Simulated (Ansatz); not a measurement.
# AgCl: response to strain

Aim: deform AgCl (zz strain of +2 %) and compute stress, forces and field gradients with LAPW, PAW and all-electron datasets made for the crystal.

Computed with Ansatz 0.2.0 (DFT PBEsol, scalar-relativistic, unless a step's input says otherwise).

2 further runs of the same task are left out: 2 set aside as unsound or not needed.

### Step 1. The structure to begin with

The structure is cubic, space group Pm-3m (No. 221). The conventional cell has a = 3.434 Å, b = 3.434 Å, c = 3.434 Å, α = 90.00°, β = 90.00°, γ = 90.00°. Around Ag (site symmetry m-3m) lie 8 Cl at 2.97 Å. Cl (site symmetry m-3m) has 8 Ag at 2.97 Å as nearest neighbours.

As a file:

```xyz
2
Lattice="3.4340 0.0000 0.0000 0.0000 3.4340 0.0000 0.0000 0.0000 3.4340" Properties=species:S:1:pos:R:3 pbc="T T T"
Ag    0.0000    0.0000    0.0000
Cl    1.7170    1.7170    1.7170
```

Atoms are numbered in the order of the input: Ag1, Cl2.

### Step 2. The deformed structure

Space group Pm-3m before, P4/mmm after.

### Step 3. All-electron LAPW

The input, input.yaml:

```yaml
crystal:
  lattice:
    - [3.433973, 0.0, 0.0]
    - [0.0, 3.433973, 0.0]
    - [0.0, 0.0, 3.50265246]
  atoms:
    - { symbol: Ag, position: [0.0, 0.0, 0.0] }
    - { symbol: Cl, position: [0.5, 0.5, 0.5] }
kpoints:
  mp_grid: { grid: [9, 9, 9] }
  band_path:
    path:
      - [0.0, 0.0, 0.0]
      - [0.0, 0.5, 0.0]
      - [0.5, 0.5, 0.0]
      - [0.0, 0.0, 0.0]
      - [0.0, 0.0, 0.5]
      - [0.0, 0.5, 0.5]
      - [0.5, 0.5, 0.5]
      - [0.0, 0.0, 0.5]
      - [0.0, 0.5, 0.0]
    npoints: 5
scf:
  occupations: { method: fermi_dirac, width: 0.01 }
hamiltonian:
  xc: pbesol
  pseudopotentials: { kind: all_electron, lapw: { basis_error: 0.001 } }
output:
  forces: true
  stress: true
  eigenvalues: true
```

Started as:

```sh
$ ansatz run input.yaml --threads 1 --pin off --max-ram 3072MiB --backend cpu --events-out ev --progress --plain --runs-dir out
```

### Step 4. PAW on the default files

The input, input.yaml:

```yaml
crystal:
  lattice:
    - [3.433973, 0.0, 0.0]
    - [0.0, 3.433973, 0.0]
    - [0.0, 0.0, 3.50265246]
  atoms:
    - { symbol: Ag, position: [0.0, 0.0, 0.0] }
    - { symbol: Cl, position: [0.5, 0.5, 0.5] }
kpoints:
  mp_grid: { grid: [9, 9, 9] }
scf:
  occupations: { method: fermi_dirac, width: 0.01 }
hamiltonian:
  xc: pbesol
  pseudopotentials: { kind: paw }
output:
  forces: true
  stress: true
  eigenvalues: true
  efg: { contact_densities: true }
```

### Step 5. Datasets made for this crystal

input.yaml, as its differences from that of step 4:

```diff
@@ -14,3 +14,3 @@
   xc: pbesol
-  pseudopotentials: { kind: paw }
+  pseudopotentials: { kind: all_electron, datasets: crystal }
 output:
```

(Steps that only read results are left out.)

Before running it: what results should come out? Wanted: pressure; largest shear or deviatoric stress.

**Answer**, as computed:

```
                                 quantity                                              value
                                 pressure  LAPW -5.30, PAW -5.30, crystal datasets -5.30 GPa
largest shear or deviatoric stress (LAPW)                                           0.59 GPa
```

Against the undeformed cell the largest change of stress is -1.29 GPa, in the zz component, with the atoms carried along and not relaxed. PAW: stress within 0.01 GPa of LAPW. Crystal datasets: stress within 0.01 GPa of LAPW.
